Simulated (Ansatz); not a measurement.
Wanted: the native input for an Ansatz 0.2.0 run.

```
Task                : band structure
Functional          : PBEsol
Potentials or basis : all-electron LAPW, scalar-relativistic
Cutoff              : 217 eV (chosen from the basis error)
Basis error allowed : 0.001 eV/atom
k mesh              : 9 × 9 × 9
Occupations         : fermi-dirac, width 0.05 eV
Spin                : no spin polarisation
```

Crystal: SrO.

```
CELL_PARAMETERS angstrom
0.00000 2.56630 2.56630
2.56630 0.00000 2.56630
2.56630 2.56630 0.00000
ATOMIC_POSITIONS crystal
Sr 0.50000 0.50000 0.50000
O 0.00000 0.00000 0.00000
```

One way to write it, as run:

input.yaml

```yaml
crystal:
  lattice:
    - [0.0, 2.5663, 2.5663]
    - [2.5663, 0.0, 2.5663]
    - [2.5663, 2.5663, 0.0]
  atoms:
    - { symbol: Sr, position: [0.5, 0.5, 0.5] }
    - { symbol: O, position: [0.0, 0.0, 0.0] }
kpoints:
  mp_grid: { grid: [9, 9, 9] }
  band_path:
    path:
      - [0.0, 0.0, 0.0]
      - [0.5, 0.0, 0.5]
      - [0.5, 0.25, 0.75]
      - [0.375, 0.375, 0.75]
      - [0.0, 0.0, 0.0]
      - [0.5, 0.5, 0.5]
      - [0.625, 0.25, 0.625]
      - [0.5, 0.25, 0.75]
    npoints: 12
scf:
  occupations: { method: fermi_dirac, width: 0.05 }
hamiltonian:
  xc: pbesol
  pseudopotentials: { kind: all_electron, lapw: { basis_error: 0.001 } }
output:
  forces: true
  stress: true
  eigenvalues: true
```

Potentials or basis: all-electron LAPW, scalar-relativistic.

Run with:

```console
$ ansatz run input.yaml --threads 1 --pin off --max-ram 3072MiB --backend cpu --events-out ev --progress --plain --runs-dir out
```

Results of the run:

The pressure is -0.5 GPa and the band gap on the k mesh is 3.26 eV, indirect (least direct gap 3.34 eV). The band gap along the path is 3.20 eV, indirect (least direct gap 3.27 eV).

Run time: 9.8 s on 1 thread of Arm Neoverse V1, on a shared host, peak memory 0.24 GiB.
